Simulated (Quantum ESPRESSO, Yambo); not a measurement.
Planning a run of Yambo 5.3.0 on InSe (GaSe type monolayer). The input:

```
optics
bss
bse
em1s
dipoles
rim_cut
rim_w
RandQpts= 3000000
RandGvec= 100 RL
CUTGeo= "slab z"
RandGvecW= 9 RL
Chimod= "HARTREE"
BSKmod= "SEX"
BSEmod= "resonant"
BSSmod= "d"
BSENGexx= 30 Ry
BSENGBlk= 6 Ry
% BSEQptR
 3 | 3 |
%
% BSEBands
 41 | 47 |
%
% BEnRange
 0 | 6 | eV
%
% BDmRange
 0.1 | 0.1 | eV
%
BEnSteps= 121
% BLongDir
 1 | 0 | 0 |
%
% BndsRnXs
 1 | 101 |
%
NGsBlkXs= 6 Ry
% LongDrXs
 1 | 1 | 0 |
%
% KfnQP_E
 1.411 | 1.0 | 1.0 |
%
WRbsWF
```

```sh
OMP_NUM_THREADS=2 mpirun -n 2 yambo -F bse6.in -J bse6,bse2_W -C bse6 > bse6.log
```

The stored states that it reads are on a 6×6×1 mesh. The cell holds 4 atoms: 2 In and 2 Se. Its edges and angles: a = 3.957 Å, b = 3.957 Å, c = 19.000 Å, α = 90.0°, β = 90.0°, γ = 120.0°. Vacuum lies along c.

**Question.** Estimate wall time and host memory on 2 MPI ranks of Arm Neoverse V2, shared host.

It took 15 s; on shared hardware allow 7.7 s to 31 s. Peak host memory was 0.86 GiB.

The matrix is small, so building the kernel's matrix elements and any screening outweighs its diagonalisation.

[Paths, hosts, dates, memory and timing lines, banners, echoed tables and standing remarks are left out of the program output.]

[Logs are printed without paths, hosts, clocks, repeated set-up lines and the standing remarks that a program may print on its own settings, such as how far it seeks lower states.]

[Runs of the session that timed out or met a known fault of the program may be left out.]

[Hosts, paths, dates, database ids (printed as entryN), source tags and the programs' standing remarks are cut or masked in the printed files.]
